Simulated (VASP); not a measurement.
# AlN (P6_3mc) in VASP: a series of runs

The runs below take AlN through dielectric tensor, with PBE.

Program: VASP 6.6.1. These are calculated values, not measurements. Logs are shortened: lines on timing, memory, paths and dates and some standing lists are left out, and cuts for length are marked.

## 1. The structure

It takes space group P6_3mc (No. 186, hexagonal). Conventional cell: a = 3.113 Å, b = 3.113 Å, c = 4.981 Å, α = 90.00°, β = 90.00°, γ = 120.00°. Al (site symmetry 3m) is surrounded by 4 N at 1.89 Å. N (site symmetry 3m) has 4 Al at 1.89 Å as nearest neighbours.

## 2. Dielectric tensor, PBE

INCAR

```
  PREC = Accurate
  ENCUT = 400
  EDIFF = 1E-4
  ISMEAR = 0
  SIGMA = 0.01
  LREAL = False
  LASPH = True
  NELM = 100
  ALGO = Normal
  ISIF = 2
  LWAVE = False
  LCHARG = False
  GGA = PE
  LEPSILON = True
```

KPOINTS

```
Automatic mesh
0
Gamma
  8 8 4
```

POSCAR

```
AlN
1.0
    3.1130000000      0.0000000000      0.0000000000
   -1.5565000000      2.6959370820      0.0000000000
    0.0000000000      0.0000000000      4.9810000000
Al N
2 2
Direct
    0.6666666667      0.3333333333      0.5000000000
    0.3333333333      0.6666666667      0.0000000000
    0.6666666667      0.3333333333      0.8800000000
    0.3333333333      0.6666666667      0.3800000000
```

Potentials or basis: VASP PAW PBE potentials, release 64 (Al, N).

Run with:

```bash
cat potpaw_PBE.64/Al/POTCAR potpaw_PBE.64/N/POTCAR > POTCAR
mpirun -np 1 vasp_std > vasp.out
```

OUTCAR:

```text
PREC = Accurate
   ENCUT = 400
   EDIFF = 1E-4
   ISMEAR = 0
   LREAL = False
   LASPH = True
   NELM = 100
   ISIF = 2
   GGA = PE
   LEPSILON = True

 Found     30 irreducible k-points:

 Following reciprocal coordinates:
            Coordinates               Weight
  0.000000  0.000000  0.000000      1.000000
  0.125000  0.000000  0.000000      6.000000
  0.250000  0.000000  0.000000      6.000000
  0.375000  0.000000  0.000000      6.000000
  0.500000  0.000000  0.000000      3.000000
  0.125000  0.125000  0.000000      6.000000
   k-points           NKPTS =     30   k-points in BZ     NKDIM =     30   number of bands    NBANDS=     12
   number of dos      NEDOS =    301   number of ions     NIONS =      4
   total plane-waves  NPLWV =  12800
   dimension x,y,z NGX =    20 NGY =   20 NGZ =   32
   dimension x,y,z NGXF=    40 NGYF=   40 NGZF=   64
   ions per type =               2   2
   NGX,Y,Z   is equivalent  to a cutoff of  10.68, 10.68, 10.68 a.u.
   NGXF,Y,Z  is equivalent  to a cutoff of  21.36, 21.36, 21.36 a.u.
 SYSTEM =  unknown system
   PREC   = accura    normal or accurate (medium, high low for compatibility)
   ISTART =      0    job   : 0-new  1-cont  2-samecut
   ICHARG =      2    charge: 1-file 2-atom 10-const
   ISPIN  =      1    spin polarized calculation?
   LNONCOLLINEAR =      F non collinear calculations
   LSORBIT =      F    spin-orbit coupling
   LASPH  =      T    aspherical Exc in radial PAW
   ENCUT  =  400.0 eV  29.40 Ry    5.42 a.u.   5.08  5.08  8.12*2*pi/ulx,y,z
   NELM   =    100;   NELMIN=  2; NELMDL= -5     # of ELM steps
   EDIFF  = 0.1E-03   stopping-criterion for ELM
   LREAL  =      F    real-space projection
   EDIFFG = 0.1E-02   stopping-criterion for IOM
   NSW    =      0    number of steps for IOM
   IBRION =     -1    ionic relax: 0-MD 1-quasi-New 2-CG
   NFREE  =      0    steps in history (QN), initial steepest desc. (CG)
   ISIF   =      2    stress and relaxation
   ISYM   =      2    0-nonsym 1-usesym 2-fastsym
   POTIM  = 0.5000    time-step for ionic-motion
   TEBEG  =    0.0;   TEEND  =   0.0 temperature during run
   PSTRESS=    0.0 pullay stress
   NELECT =      16.0000    total number of electrons
   NUPDOWN=      -1.0000    fix difference up-down
   EMIN   =  10.00;   EMAX   =-10.00  energy-range for DOS
   EFERMI =   0.00;   METHOD = LEGACY
   ISMEAR =     0;   SIGMA  =   0.01  broadening in eV -4-tet -1-fermi 0-gaus
   EFERMI_NEDOS =   21; number of points for ismear=-14 and -15
   IALGO  =     38    algorithm
   IMIX   =      4    mixing-type and parameters
     AMIX     =   0.40;   BMIX     =  1.00
     AMIX_MAG =   1.60;   BMIX_MAG =  1.00
  volume/ion in A,a.u.               =      10.45        70.52
  Fermi-wavevector in a.u.,A,eV,Ry     =   1.188629  2.246183 19.222843  1.412839
  Thomas-Fermi vector in A             =   2.324754
   LORBIT       =      0    0 simple, 1 ext, 2 COOP (PROOUT), +10 PAW based schemes
   GGA     = PE    functional components
   LHFCALC =     F    Hartree Fock is set to
   AEXX    =    0.0000 exact exchange contribution
   IVDW    =     0    specifies the selected vdW correction
   LEPSILON=     T    determine dielectric tensor
   LRPA    =     F    only Hartree local field effects (RPA)
 non-spin polarized calculation
 Gauss-broadening in eV      SIGMA  =   0.01
  energy-cutoff  :      400.00
  volume of cell :       41.80
 maximum number of plane-waves:       774
   NGX = 11   NGY = 11   NGZ = 17

--------------------------------------- Ionic step        1  -------------------------------------------

 number of electron      15.9999999 magnetization

 E-fermi :   6.2535     XC(G=0): -10.9081

 val. band max:        6.1298335571   @ k =   0.0000   0.0000   0.0000
 cond. band min:      10.3408698597   @ k =   0.0000   0.0000   0.0000
 fundamental gap:      4.2110363025
 Fermi energy:         6.2535116629

 k-point     1 :       0.0000    0.0000    0.0000
  band No.  band energies     occupation
      1      -9.0431      2.00000
      2      -6.8971      2.00000
      3       0.1468      2.00000
      4       5.2912      2.00000
      5       5.2912      2.00000
      6       5.9461      2.00000
      7       5.9461      2.00000
      8       6.1298      2.00000
      9      10.3409      0.00000
     10      12.7859      0.00000
     11      16.7546      0.00000
     12      17.2897      0.00000

 k-point     2 :       0.1250    0.0000    0.0000
  band No.  band energies     occupation
      1      -8.8460      2.00000
      2      -6.7878      2.00000
      3       0.3828      2.00000
      4       4.4223      2.00000
      5       5.0523      2.00000
      6       5.1203      2.00000
      7       5.9091      2.00000
      8       6.0370      2.00000
      9      11.1791      0.00000
     10      13.5229      0.00000
     11      15.9256      0.00000
     12      16.2236      0.00000

 k-point     3 :       0.2500    0.0000    0.0000
  band No.  band energies     occupation
      1      -8.2965      2.00000
      2      -6.5307      2.00000
      3       1.0589      2.00000
      4       2.6968      2.00000
      5       3.6906      2.00000
      6       4.5871      2.00000
      7       5.6900      2.00000
      8       5.7438      2.00000
      9      12.3355      0.00000
     10      13.7455      0.00000
     11      14.2236      0.00000
     12      16.1791      0.00000

 k-point     4 :       0.3750    0.0000    0.0000
  band No.  band energies     occupation
      1      -7.5541      2.00000
      2      -6.3464      2.00000
      3       1.2515      2.00000
      4       2.0492      2.00000
      5       2.4890      2.00000
      6       4.2061      2.00000
      7       4.9881      2.00000
      8       5.5480      2.00000
      9      12.2222      0.00000
     10      12.4592      0.00000
     11      14.1991      0.00000
     12      16.4428      0.00000

 k-point     5 :       0.5000    0.0000    0.0000
  band No.  band energies     occupation
      1      -7.0834      2.00000
      2      -6.3888      2.00000
      3       0.7025      2.00000
      4       1.9913      2.00000
      5       2.7933      2.00000
      6       4.0654      2.00000
      7       4.3581      2.00000
      8       5.4686      2.00000
      9      11.9476      0.00000
     10      11.9500      0.00000
     11      14.3301      0.00000
     12      16.4462      0.00000

 k-point     6 :       0.1250    0.1250    0.0000
  band No.  band energies     occupation
      1      -8.4718      2.00000
      2      -6.6033      2.00000
      3       0.8389      2.00000
      4       3.4885      2.00000
      5       3.6607      2.00000
      6       4.9043      2.00000
      7       5.5993      2.00000
      8       5.8202      2.00000
      9      12.2198      0.00000
     10      14.4047      0.00000
     11      14.8308      0.00000
     12      15.1256      0.00000

 [... further k-points ...]

  FORCE on cell =-STRESS in cart. coord.  units (eV):
  Direction    XX          YY          ZZ          XY          YZ          ZX
  --------------------------------------------------------------------------------------
  -------------------------------------------------------------------------------------
  Total       -0.1846237     -0.1846237      0.2398946      0.0000000      0.0000000      0.0000000
  in kB       -7.0760798     -7.0760798      9.1944477      0.0000000      0.0000000      0.0000000
  external PRESSURE =      -1.6525706 kB  Pullay stress =       0.0000000 kB

 VOLUME and BASIS-vectors are now :
 -----------------------------------------------------------------------------
  energy-cutoff  :      400.00
  volume of cell :       41.80
      direct lattice vectors                 reciprocal lattice vectors
     3.113000000  0.000000000  0.000000000     0.321233537  0.185464269  0.000000000
    -1.556500000  2.695937082  0.000000000     0.000000000  0.370928538  0.000000000
     0.000000000  0.000000000  4.981000000     0.000000000  0.000000000  0.200762899

 POSITION                                       TOTAL-FORCE (eV/Angst)
 -----------------------------------------------------------------------------------
      1.55650      0.89865      2.49050         0.000000     -0.000000     -0.129217
     -0.00000      1.79729      0.00000        -0.000000      0.000000     -0.129217
      1.55650      0.89865      4.38328        -0.000000      0.000000      0.129217
     -0.00000      1.79729      1.89278         0.000000     -0.000000      0.129217
 -----------------------------------------------------------------------------------
    total drift:                               -0.000000     -0.000000      0.001972

  FREE ENERGIE OF THE ION-ELECTRON SYSTEM (eV)
  ---------------------------------------------------
  free  energy   TOTEN  =       -29.7705740580 eV

  energy  without entropy=      -29.7705740580  energy(sigma->0) =      -29.77057406

 HEAD OF MICROSCOPIC STATIC DIELECTRIC TENSOR (INDEPENDENT PARTICLE, excluding Hartree and local field effects)
 ------------------------------------------------------
           4.591679     0.000000     0.000000
           0.000000     4.591679     0.000000
           0.000000     0.000000     4.767302
 ------------------------------------------------------

 Free energy of the ion-electron system (eV)
  ---------------------------------------------------
  ---------------------------------------------------
  free energy    TOTEN  =        -0.43947391 eV

  energy without entropy =       -0.43947391

------------------------ aborting loop because EDIFF is reached ----------------------------------------

--------------------------------------- Ionic step        2  -------------------------------------------

------------------------ aborting loop because EDIFF is reached ----------------------------------------

--------------------------------------- Ionic step        3  -------------------------------------------

 Free energy of the ion-electron system (eV)
  ---------------------------------------------------
  ---------------------------------------------------
  free energy    TOTEN  =        -0.46198121 eV

  energy without entropy =       -0.46198121

------------------------ aborting loop because EDIFF is reached ----------------------------------------

 PIEZOELECTRIC TENSOR FIELD DIRECTION 3  (e Angst)
 -----------------------------------------------------------------------------
     0.68722  0.00000  0.00000           (  0.00363  0.00000  0.00000)
     0.00000  0.68722 -0.00000           (  0.00000  0.00363 -0.00000)
     0.00000  0.00000 -1.03759           (  0.00000 -0.00000 -0.00198)

 PIEZOELECTRIC TENSOR FIELD DIRECTION 3  (C/m^2)
 -----------------------------------------------------------------------------
     0.26339  0.00000  0.00000
     0.00000  0.26339 -0.00000
     0.00000  0.00000 -0.39768

 MACROSCOPIC STATIC DIELECTRIC TENSOR (including local field effects in DFT)
 ------------------------------------------------------
           4.450623     0.000000    -0.000000
           0.000000     4.450623     0.000000
           0.000000     0.000000     4.643284
 ------------------------------------------------------

 PIEZOELECTRIC TENSOR (including local field effects)  for field in x, y, z        (e  Angst)
          XX          YY          ZZ          XY          YZ          ZX
  --------------------------------------------------------------------------------
  x     0.00000    -0.00000     0.00000    -0.00000     0.00000     0.88992
  y     0.00000     0.00000    -0.00000     0.00000     0.88992     0.00000
  z     0.68722     0.68722    -1.03759     0.00000    -0.00000     0.00000

 PIEZOELECTRIC TENSOR (including local field effects)  for field in x, y, z        (C/m^2)
          XX          YY          ZZ          XY          YZ          ZX
  --------------------------------------------------------------------------------
  x     0.00000    -0.00000     0.00000    -0.00000     0.00000     0.34108
  y     0.00000     0.00000    -0.00000     0.00000     0.34108     0.00000
  z     0.26339     0.26339    -0.39768     0.00000    -0.00000     0.00000

 BORN EFFECTIVE CHARGES (including local field effects) (in |e|, cummulative output)
 ---------------------------------------------------------------------------------
 ion    1
    1     2.51209     0.00000     0.00000
    2     0.00000     2.51209     0.00000
    3    -0.00000    -0.00000     2.66548
 ion    2
    1     2.51209     0.00000    -0.00000
    2     0.00000     2.51209     0.00000
    3     0.00000     0.00000     2.66548
 ion    3
    1    -2.51209     0.00000     0.00000
    2     0.00000    -2.51209     0.00000
    3     0.00000     0.00000    -2.66548
 ion    4
    1    -2.51209     0.00000     0.00000
    2    -0.00000    -2.51209     0.00000
    3     0.00000     0.00000    -2.66548
```

It took 95 s on 1 thread of Intel Xeon Platinum 8488C (Sapphire Rapids), shared host; peak memory 0.17 GiB.

The run converged, but some of its settings lie outside the range that counts as converged, so its numbers aren't taken as properties of the crystal.

What came out:

- Band gap on the k mesh: 4.21 eV, direct
- Electronic dielectric tensor (diagonal): 4.45, 4.45, 4.64
- Born charges (mean of the diagonal): Al +2.56; N -2.56 e

Caveat: the cutoff is under 1.25 times the usual one of these potentials, so pressure, stress and relaxed cells hold a basis-set (Pulay) error.

(Continued in part 2 of 3.)
